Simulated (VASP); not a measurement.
A run of VASP 6.6.1 is set up as follows.

The input INCAR:

```
  PREC = Accurate
  ENCUT = 520
  EDIFF = 1E-6
  ISMEAR = 0
  SIGMA = 0.1
  LREAL = F
  LASPH = T
  NELM = 60
  ALGO = Normal
  ISIF = 2
  LWAVE = F
  LCHARG = F
  GGA = PE
  NBANDS = 17
```

Contents of KPOINTS:

```
regular mesh
0
Gamma
  6 6 4
```

Contents of POSCAR:

```
Sr
1.0
    4.3011985039      0.0000000000      0.0000000000
   -2.1505992519      3.7249471711      0.0000000000
    0.0000000000      0.0000000000      7.0445570100
Sr
2
Direct
    0.3333333300      0.6666666700      0.2500000000
    0.6666666700      0.3333333300      0.7500000000
```

Potentials or basis: VASP PAW PBE potentials, release 64 (Sr_sv).

Run with:

```sh
$ cat potpaw_PBE.64/Sr_sv/POTCAR > POTCAR
$ mpirun -np 1 vasp_std > vasp.out
```

Question: What does it give for the band gap on the k mesh?

Answer: None (metal or under the smearing width).

Question: Predict the pressure.

Answer: -0.2 GPa.
